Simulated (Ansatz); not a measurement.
# Zn (P6_3/mmc) in Ansatz: further runs

The runs below take Zn through relaxation of cell and atoms, with PBEsol.

Everything below comes from runs of Ansatz 0.2.0. Logs are shortened: lines on timing, memory, paths and dates and some standing lists are left out, and cuts for length are marked.

### Step 1. The crystal as given

Symmetry: P6_3/mmc, No. 194, hexagonal system. The conventional cell has a = 2.670 Å, b = 2.670 Å, c = 4.966 Å, α = 90.00°, β = 90.00°, γ = 120.00°. Around Zn (site symmetry -6m2) lie 12 Zn at 2.67 to 2.92 Å.

### Step 2. Relaxation of cell and atoms, PBEsol

Contents of input.yaml:

```yaml
crystal:
  lattice:
    - [2.67, 0.0, 0.0]
    - [-1.335, 2.3122878281, 0.0]
    - [0.0, 0.0, 4.966]
  atoms:
    - { symbol: Zn, position: [0.6666666667, 0.3333333333, 0.75] }
    - { symbol: Zn, position: [0.3333333333, 0.6666666667, 0.25] }
hamiltonian:
  xc: pbesol
  pseudopotentials: { kind: paw }
kpoints:
  mp_grid: { grid: [11, 11, 6] }
scf:
  occupations: { method: fermi_dirac, width: 0.05 }
output:
  forces: true
  stress: true
  eigenvalues: true
  write_density: true
  write_potential: true
  elf: true
  volumetric_format: npy
relax:
  f_tol: 0.01
  max_steps: 40
  cell: { stress_tol: 0.05 }
```

Potentials or basis: Ansatz PAW.

Started as:

```
$ ansatz run input.yaml --threads 2 --pin off --max-ram 5632MiB --backend cpu --events-out ev --progress --plain --runs-dir out
```

Log:

```text
Warning: RAYON_NUM_THREADS=2 ignored (pool sized by the plan → 2); use --threads N
Engine: ansatz 0.2.0, aarch64-unknown-linux-gnu
Pseudopotentials: kind: paw
Pseudopotential: Zn, paw, valence charge 12, recommended cutoff 420 eV (normal), Zn.paw.azcp
Functional definition: PBEsol
  exchange = pbesol_x
  correlation = pbesol_c
Crystal: 2 atoms, lattice volume = 30.659 Å³
Basis set: ecut = 420 eV, 623 PW (Γ), exchange–correlation on 36×36×72 points (8 copies of the dense FFT grid, shifted against one another)
Bands: 16, of which v1, the nominal top of the filled ones, is band 12 counted from 1 (11 counted from 0)
Symmetry: 24 space group operations
Space group: P63/mmc (ITA 194), of the structure as read, at distance tolerance 3.1e-5 Å
k-points: 64 of 726
Non-local potential: Zn, projectors of the file, l = 0: 2, l = 1: 2, l = 2: 3, l = 3: 1
PAW form: soft (Blöchl's): semilocal exchange-correlation on the pseudo side does not see the compensation charge
PAW frozen core: Zn, regenerated for the run's functional, and the local potential with it (the file was generated under x = pbe(κ = 0.804, μ = 0.2195149727645171), c = pbe(β = 0.06672455060314922))
PAW one-centre angular grid: Zn, 590 points (default); XC on 64 Gauss nodes
Initial density: superposition of atomic densities (neutral atoms: chi_scale 0, normalization atom), corrected by the library's trained network
Initial wavefunctions: pseudopotential atomic-orbital guess
Functional: x = pbesol(κ = 0.804, μ = 0.12345679012345678), c = pbesol(β = 0.046)
SCF iter   1: F=—  HF=-6561.755543 eV  |F-HF|=—  |Δ(HF+E_count)|=         —  Δρ=4.64e-3  dr2=3.51e-3  ethr=1.77e-3  ⟨swp⟩=5.1  Hψ=5117  notcnv=0
preconditioner: auto → none  [metal: Δε(μ)=0.048 eV  Ē_g=12.952 eV  σ=0.050 eV  W_gap=0.22  n_scr=4 (ndim 8)  ℏωp=32.9 eV  f_vac=0.000  D(μ)=0.60/eV (n_scr^D=2)  sad-step TF]
SCF iter   2: F=—  HF=-6561.754660 eV  |F-HF|=—  |Δ(HF+E_count)|=   8.83e-4  Δρ=5.35e-4  dr2=4.75e-5  ethr=1.46e-5  ⟨swp⟩=2.0  Hψ=2541  notcnv=0  defer=1
SCF iter   3: F=—  HF=-6561.754460 eV  |F-HF|=—  |Δ(HF+E_count)|=   2.00e-4  Δρ=5.19e-4  dr2=5.14e-5  ethr=1.98e-7  ⟨swp⟩=2.2  Hψ=1842  notcnv=0  defer=1
SCF iter   4: F=—  HF=-6561.754443 eV  |F-HF|=—  |Δ(HF+E_count)|=   1.67e-5  Δρ=6.72e-5  dr2=4.50e-7  ethr=1.98e-7  ⟨swp⟩=2.9  Hψ=1896  notcnv=0  defer=1
iter 5 did not close the SCF: its close was put off for the readings that it lacked (scf_convergence_deferred on its scf_iter line)
SCF iter   5: F=-6561.754444 eV  HF=-6561.754444 eV  |F-HF|=2.63e-8  |Δ(HF+E_count)|=   7.89e-7  Δρ=1.66e-5  dr2=3.99e-8  ethr=1.88e-9  ⟨swp⟩=2.2  Hψ=1844  notcnv=0  defer=1
SCF iter   6: F=-6561.754444 eV  HF=-6561.754444 eV  |F-HF|=9.59e-9  |Δ(HF+E_count)|=   6.65e-9  Δρ=8.03e-6  dr2=1.03e-8  ethr=1.66e-10  ⟨swp⟩=5.2  Hψ=6310  notcnv=0
SCF 1 converged in 6 iterations: F = -6561.754444 eV  dr2 = 1.03e-8
relax step   1: F+E_penalty+E_count = -6561.75444371 eV  Δ(F+E_penalty+E_count) = +0.000e0 eV  max|allowed force component| = 1.110e-16 eV/Å  Δτ_max = 0.0000 Å  P = -5.636 GPa  Ω = 30.659 Å³  (6 SCF iters, dr2 threshold 1.00e-7 eV, accepted)
Crystal: 2 atoms, lattice volume = 28.675 Å³
Basis set: ecut = 420 eV, 561 PW (Γ), exchange–correlation on 36×36×72 points (8 copies of the dense FFT grid, shifted against one another)
Initial density: handed on by an earlier stage of this run
Initial wavefunctions: those handed on with the density
iter 1 solved again at ethr=4.03e-5 eV; its pass at ethr=3.10e-3 eV (dr2=9.68e-3 eV) is discarded
SCF iter   1: F=—  HF=-6561.807274 eV  |F-HF|=—  |Δ(HF+E_count)|=         —  Δρ=7.31e-3  dr2=1.04e-2  ethr=4.03e-5  ⟨swp⟩=1.9  Hψ=7710  notcnv=0
preconditioner: auto → none  [metal: Δε(μ)=0.030 eV  Ē_g=13.345 eV  σ=0.050 eV  W_gap=0.15  n_scr=4 (ndim 8)  ℏωp=34.0 eV  f_vac=0.000  D(μ)=0.34/eV (n_scr^D=2)]
SCF iter   2: F=—  HF=-6561.804973 eV  |F-HF|=—  |Δ(HF+E_count)|=   2.30e-3  Δρ=3.14e-3  dr2=1.17e-3  ethr=4.03e-5  ⟨swp⟩=2.0  Hψ=2034  notcnv=0
SCF iter   3: F=—  HF=-6561.803829 eV  |F-HF|=—  |Δ(HF+E_count)|=   1.14e-3  Δρ=8.68e-4  dr2=1.97e-4  ethr=4.89e-6  ⟨swp⟩=2.0  Hψ=2219  notcnv=0
SCF iter   4: F=—  HF=-6561.803751 eV  |F-HF|=—  |Δ(HF+E_count)|=   7.78e-5  Δρ=1.16e-4  dr2=2.22e-6  ethr=8.21e-7  ⟨swp⟩=2.4  Hψ=1889  notcnv=0
SCF iter   5: F=-6561.803753 eV  HF=-6561.803753 eV  |F-HF|=4.67e-8  |Δ(HF+E_count)|=   1.89e-6  Δρ=1.14e-5  dr2=1.64e-8  ethr=8.33e-10  ⟨swp⟩=11.0  Hψ=10574  notcnv=0
SCF 2 converged in 5 iterations: F = -6561.803753 eV  dr2 = 1.64e-8
[... 54 lines left out ...]
Crystal: 2 atoms, lattice volume = 28.055 Å³
iter 1 solved again at ethr=5.35e-9 eV; its pass at ethr=3.10e-3 eV (dr2=1.28e-6 eV) is discarded
SCF iter   1: F=—  HF=-6561.810354 eV  |F-HF|=—  |Δ(HF+E_count)|=         —  Δρ=7.33e-5  dr2=1.35e-6  ethr=5.35e-9  ⟨swp⟩=3.1  Hψ=6715  notcnv=0
preconditioner: auto → none  [metal: Δε(μ)=0.061 eV  Ē_g=13.556 eV  σ=0.050 eV  W_gap=0.28  n_scr=2 (ndim 8)  ℏωp=34.3 eV  f_vac=0.000  D(μ)=0.44/eV (n_scr^D=2)]
SCF iter   2: F=—  HF=-6561.810363 eV  |F-HF|=—  |Δ(HF+E_count)|=   9.77e-6  Δρ=3.94e-5  dr2=2.26e-7  ethr=5.35e-9  ⟨swp⟩=2.0  Hψ=1672  notcnv=0
SCF iter   3: F=—  HF=-6561.810363 eV  |F-HF|=—  |Δ(HF+E_count)|=   7.32e-8  Δρ=1.79e-5  dr2=7.18e-8  ethr=9.41e-10  ⟨swp⟩=2.0  Hψ=1761  notcnv=0
SCF iter   4: F=-6561.810363 eV  HF=-6561.810363 eV  |F-HF|=1.04e-10  |Δ(HF+E_count)|=   2.01e-8  Δρ=3.05e-6  dr2=9.59e-10  ethr=5.25e-11  ⟨swp⟩=5.8  Hψ=6398  notcnv=0
SCF 8 converged in 4 iterations: F = -6561.810363 eV  dr2 = 9.59e-10
relax step   8: F+E_penalty+E_count = -6561.81036337 eV  Δ(F+E_penalty+E_count) = -1.943e-5 eV  max|allowed force component| = 1.758e-16 eV/Å  Δτ_max = 0.0000 Å  P = -0.002 GPa  Ω = 28.055 Å³  energy of the carried Pulay correction = +1.047e-5 eV  (4 SCF iters, dr2 threshold 1.26e-8 eV, accepted)
iter 1 solved again at ethr=8.91e-9 eV; its pass at ethr=3.10e-3 eV (dr2=2.14e-6 eV) is discarded
SCF iter   1: F=—  HF=-6561.810341 eV  |F-HF|=—  |Δ(HF+E_count)|=         —  Δρ=3.71e-6  dr2=1.20e-9  ethr=8.91e-9  ⟨swp⟩=3.1  Hψ=8206  notcnv=0
preconditioner: auto → none  [metal: Δε(μ)=0.061 eV  Ē_g=13.557 eV  σ=0.050 eV  W_gap=0.29  n_scr=2 (ndim 8)  ℏωp=34.3 eV  f_vac=0.000  D(μ)=0.44/eV (n_scr^D=2)]
SCF iter   2: F=—  HF=-6561.810352 eV  |F-HF|=—  |Δ(HF+E_count)|=   1.01e-5  Δρ=1.45e-6  dr2=2.08e-10  ethr=4.98e-12  ⟨swp⟩=2.4  Hψ=1937  notcnv=0
SCF iter   3: F=—  HF=-6561.810352 eV  |F-HF|=—  |Δ(HF+E_count)|=  3.27e-11  Δρ=1.14e-6  dr2=1.43e-10  ethr=1.00e-12  ⟨swp⟩=2.0  Hψ=1792  notcnv=0
SCF iter   4: F=-6561.810352 eV  HF=-6561.810352 eV  |F-HF|=9.09e-12  |Δ(HF+E_count)|=  9.09e-12  Δρ=2.14e-7  dr2=6.59e-12  ethr=1.00e-12  ⟨swp⟩=4.4  Hψ=5320  notcnv=0
SCF 9 converged in 4 iterations: F = -6561.810352 eV  dr2 = 6.59e-12
relax step   9: F+E_penalty+E_count = -6561.81035156 eV  Δ(F+E_penalty+E_count) = +1.181e-5 eV  max|allowed force component| = 1.480e-16 eV/Å  Δτ_max = 0.0000 Å  P = -0.003 GPa  Ω = 28.055 Å³  stress off target by 2.94e-2 GPa  SCF on the basis re-selected at this cell (its energy is not comparable with the rows above)  (4 SCF iters)
basis re-selected at this cell: Δ(F+E_penalty+E_count) = +1.181e-5 eV, ΔP = -0.001 GPa vs the last step (what re-selecting the basis moved, of the pressure what is left beyond the Pulay correction that the steps carried, after the strain that the cell walked since its last selection, with what the two solves' SCF thresholds leave and, on support functions, any second-order correction that the steps lacked; it is no measure of the basis error at this ecutwfc). This SCF's stress stands 2.94e-2 GPa from its target on what of the cell is left free (relax.cell.stress_tol is 5.00e-2 GPa) and its largest allowed force component is 1.48e-16 eV/Å (relax.f_tol is 1.00e-2 eV/Å): within both
SCF converged after 4 iterations
Free energy (F): -6561.810352 eV
Harris-Foulkes:  -6561.810352 eV  (|F-HF|=9.09e-12)
Internal energy: -6561.806818 eV  (E = F + TS)
E sigma→0 (E₀):  -6561.808585 eV
Entropy (-TS):   -0.003533 eV (-1.767 meV/atom)
Fermi energy:    12.153236 eV
--- Per-component energies (eV) ---
  E_band       = 119.306360
  E_kinetic    = 263.735960
  E_local      = -2961.687571  (includes V_loc(G=0)·N_el)
  E_nonlocal   = 1222.661180
  E_hartree    = 1241.285834
  E_xc         = -273.665703
  E_vxc        = -107.954968  (∫ρ·V_xc dr)
  E_paw        = -3574.526122  (= ΣΔE_a)
  E_vpaw       = -780.018976  (= ΣTr[D̂ρ^β])
  E_aug_tail   = -0.000760  (compensation charges beyond the density's cutoff)
  E_ewald      = -2481.204346
  E_core_change = 1.594710  (= ΣΔE_core)
  E_smearing   = -0.003533  (= −TS)
  E_closure    = -0.000000  (closes the sum)
  Σ components = -6561.810352   (vs F -6561.810352, Δ=0.00e0)
--- Forces (eV/Å), atoms counted from 1 ---
  atom   1  Zn     0.00000000     0.00000000    -0.00000000
  atom   2  Zn    -0.00000000    -0.00000000     0.00000000
  max |Σ_I F_I| component: 0.00e0 eV/Å
--- Stress (GPa, compression-positive) ---
        0.010064      -0.000000      -0.000000
        0.000000       0.010064       0.000000
       -0.000000       0.000000      -0.029371
  P = ⅓ Tr σ = -0.0031 GPa (-0.031 kbar)
--- Band table (eV; the first three rows and the last of 64) ---
  k-point 0: bands = ["1.0635", "3.2884", "4.1245", "4.3136", "4.3136", "4.3899", "4.3899", "4.6701", "4.6701", "4.9834", "4.9834", "8.3470", "9.8483", "28.3509", "29.3597", "29.3597"]
  k-point 1: bands = ["1.2594", "3.2709", "4.1177", "4.3059", "4.3059", "4.3760", "4.3760", "4.7040", "4.7040", "4.9713", "4.9713", "6.7717", "11.8384", "25.5093", "29.5562", "29.5562"]
  k-point 2: bands = ["1.8219", "3.1383", "4.1273", "4.2994", "4.2994", "4.3436", "4.3436", "4.7821", "4.7821", "4.9327", "4.9327", "5.1475", "14.7786", "21.7037", "30.1157", "30.1157"]
  k-point 63: bands = ["3.8860", "3.8860", "4.0883", "4.0883", "4.3391", "4.3391", "4.6161", "4.6161", "5.0008", "5.0008", "12.1429", "12.1429", "13.4086", "13.4086", "15.5747", "15.5747"]
--- Relaxed structure (7 steps of the walk, 7 accepted, 2 SCFs on fresh bases) ---
  F+E_penalty+E_count = -6561.81035156 eV   max|allowed force component| = 1.480e-16 eV/Å   (the final SCF, on the basis selected at the relaxed cell)
  cell:  # Å, volume = 28.0548 Å³
    - [2.641172889258122, -2.0373784902968296e-32, 4.107445400237214e-33]
    - [-1.320586444629061, 2.2873228178842773, -1.2108605859955267e-32]
    - [8.86186729393755e-33, -2.240931959386507e-32, 4.643907386039367]
  atoms:
    - { symbol: Zn, position: [0.6666666666666666, 0.33333333333333337, 0.7500000000000001] }
    - { symbol: Zn, position: [0.33333333333333337, 0.6666666666666667, 0.25] }
```

Wall time 9.5 s (2 threads of Arm Neoverse V2, shared host); peak memory 0.32 GiB.

Results:

| Property | Result |
| --- | --- |
| Free energy | -6561.8104 eV |
| Relaxed volume | 14.03 Å³/atom |
| Relaxed cell | a = 2.641 Å, b = 2.641 Å, c = 4.644 Å, α = 90.00°, β = 90.00°, γ = 120.00° |
| Space group after relaxing (to 0.05 Å) | P6_3/mmc (No. 194) |
| Energy gained by relaxing | 28.0 meV/atom |
| Ionic steps | 9 |
| Pressure after relaxing | 0.0 GPa |
| Band gap on the k mesh | none (metal or under the smearing width) |

The path:
| step | energy change (eV) | largest force (eV/Å) | volume (Å³) |
| --- | --- | --- | --- |
| 1 | 0.0000 | 0.0000 | 30.66 |
| 2 | -0.0493 | 0.0000 | 28.68 |
| 3 | -0.0548 | 0.0000 | 27.54 |
| 4 | -0.0572 | 0.0000 | 27.97 |
| 5 | -0.0572 | 0.0000 | 28.08 |
| 6 | -0.0572 | 0.0000 | 28.07 |
| 7 | -0.0559 | 0.0000 | 28.07 |
| 8 | -0.0559 | 0.0000 | 28.05 |
| 9 | -0.0559 | 0.0000 | 28.05 |

Final structure:
```
Zn
1.0
     2.64117    0.00000    0.00000
    -1.32059    2.28732    0.00000
     0.00000    0.00000    4.64391
Zn
2
Cartesian
  1.3206 0.7624 3.4829
  0.0000 1.5249 1.1610
```

Caveat: the plane-wave basis is chosen anew once the cell has moved, so the energies of steps on either side of that aren't comparable; the PAW data sets come from PBE, with cores solved anew for the run's functional, which leaves a small shift of forces and pressure.

### Step 3. Relaxation of cell and atoms, PBEsol, target pressure 2 GPa, at which the enthalpy is minimised

Edit input.yaml of step 2 so:

```diff
@@ -26,2 +26,2 @@
   max_steps: 40
-  cell: { stress_tol: 0.05 }
+  cell: { stress_tol: 0.05, p_target: 2.0 }
```

Potentials or basis: Ansatz PAW.

Started as:

```
$ ansatz run input.yaml --threads 2 --pin off --max-ram 5632MiB --backend cpu --events-out ev --progress --plain --runs-dir out
```

It took 14 s on 2 threads of Arm Neoverse V2, shared host; peak memory 0.32 GiB.

It converged, with:

```yaml
Free_energy: -6561.8209 eV
Relaxed_volume: 13.67 Å³/atom
Relaxed_cell: a = 2.675 Å, b = 2.675 Å, c = 4.414 Å, α = 90.00°, β = 90.00°, γ = 120.00°
Space_group_after_relaxing_to_0.05_Å: P6_3/mmc (No. 194)
Energy_change_on_relaxing_the_enthalpy_is_what_falls: -33.2 meV/atom
Ionic_steps: 11
Pressure_after_relaxing: 2.0 GPa
Band_gap_on_the_k_mesh: none (metal or under the smearing width)
```

Step by step:
```
step  energy change (eV)  largest force (eV/Å)  volume (Å³)
   1              0.0000                0.0000        30.66
   2             -0.0532                0.0000        27.99
   3             -0.0481                0.0000        27.07
   4             -0.0535                0.0000        27.16
   5             -0.0577                0.0000        26.88
   6             -0.0659                0.0000        27.22
   7             -0.0676                0.0000        27.33
   8             -0.0679                0.0000        27.36
   9             -0.0666                0.0000        27.36
  10             -0.0665                0.0000        27.35
  11             -0.0664                0.0000        27.35
```

Final structure:
```xyz
2
Lattice="2.6749 0.0000 0.0000 -1.3374 2.3165 0.0000 0.0000 0.0000 4.4137" Properties=species:S:1:pos:R:3 pbc="T T T"
Zn    1.3374    0.7722    3.3102
Zn    0.0000    1.5443    1.1034
```

Levels at points of the mesh, in eV from the Fermi level:
```csv
k point,band 9,band 10,band 11,band 12,band 13,band 14,band 15,band 16
"(0.00, 0.00, 0.00)",-7.78,-7.35,-7.35,-3.68,-1.57,16.05,16.05,17.75
"(0.00, 0.00, -0.50)",-7.49,-7.49,-7.49,-7.49,7.34,7.34,17.76,17.76
```

Caveat: the plane-wave basis is chosen anew once the cell has moved, so the energies of steps on either side of that aren't comparable; the PAW data sets come from PBE, with cores solved anew for the run's functional, which leaves a small shift of forces and pressure.

### Step 4. Relaxation of cell and atoms, PBEsol, target pressure 5 GPa, at which the enthalpy is minimised

Edit input.yaml of step 3 so:

```diff
@@ -19,6 +19,2 @@
   eigenvalues: true
-  write_density: true
-  write_potential: true
-  elf: true
-  volumetric_format: npy
 relax:
@@ -26,2 +22,2 @@
   max_steps: 40
-  cell: { stress_tol: 0.05, p_target: 2.0 }
+  cell: { stress_tol: 0.05, p_target: 5.0 }
```

Started as:

```
$ ansatz run input.yaml --threads 2 --pin off --max-ram 5632MiB --backend cpu --events-out ev --progress --plain --runs-dir out
```

Run time: 12 s. Hardware: 2 threads of Arm Neoverse V2, shared host; peak memory 0.32 GiB.

It converged, with:

```yaml
Free_energy: -6561.8052 eV
Relaxed_volume: 13.31 Å³/atom
Relaxed_cell: a = 2.650 Å, b = 2.650 Å, c = 4.377 Å, α = 90.00°, β = 90.00°, γ = 120.00°
Space_group_after_relaxing_to_0.05_Å: P6_3/mmc (No. 194)
Energy_change_on_relaxing_the_enthalpy_is_what_falls: -25.4 meV/atom
Ionic_steps: 11
Pressure_after_relaxing: 5.0 GPa
Band_gap_on_the_k_mesh: none (metal or under the smearing width)
```

Step by step:
```csv
step,energy change (eV),largest force (eV/Å),volume (Å³)
1,0.0000,0.0000,30.66
2,-0.0497,0.0000,27.75
3,-0.0170,0.0000,26.03
4,-0.0300,0.0000,26.16
5,-0.0502,0.0000,26.61
6,-0.0550,0.0000,26.71
7,-0.0526,0.0000,26.63
8,-0.0526,0.0000,26.63
9,-0.0510,0.0000,26.63
10,-0.0508,0.0000,26.62
11,-0.0508,0.0000,26.62
```

Final structure:
```
CELL_PARAMETERS angstrom
2.65014 0.00000 0.00000
-1.32507 2.29509 0.00000
0.00000 0.00000 4.37707
ATOMIC_POSITIONS crystal
Zn 0.66667 0.33333 0.75000
Zn 0.33333 0.66667 0.25000
```

Levels at points of the mesh, in eV from the Fermi level:
| k point | band 10 | band 11 | band 12 | band 13 | band 14 | band 15 |
| --- | --- | --- | --- | --- | --- | --- |
| (0.00, 0.00, 0.00) | -7.45 | -7.45 | -3.87 | -1.59 | 16.34 | 16.34 |
| (0.00, 0.00, -0.50) | -7.60 | -7.60 | -7.60 | 7.40 | 7.40 | 18.09 |

Caveat: the plane-wave basis is chosen anew once the cell has moved, so the energies of steps on either side of that aren't comparable; the PAW data sets come from PBE, with cores solved anew for the run's functional, which leaves a small shift of forces and pressure.

(Part 1 of 2 ends here.)
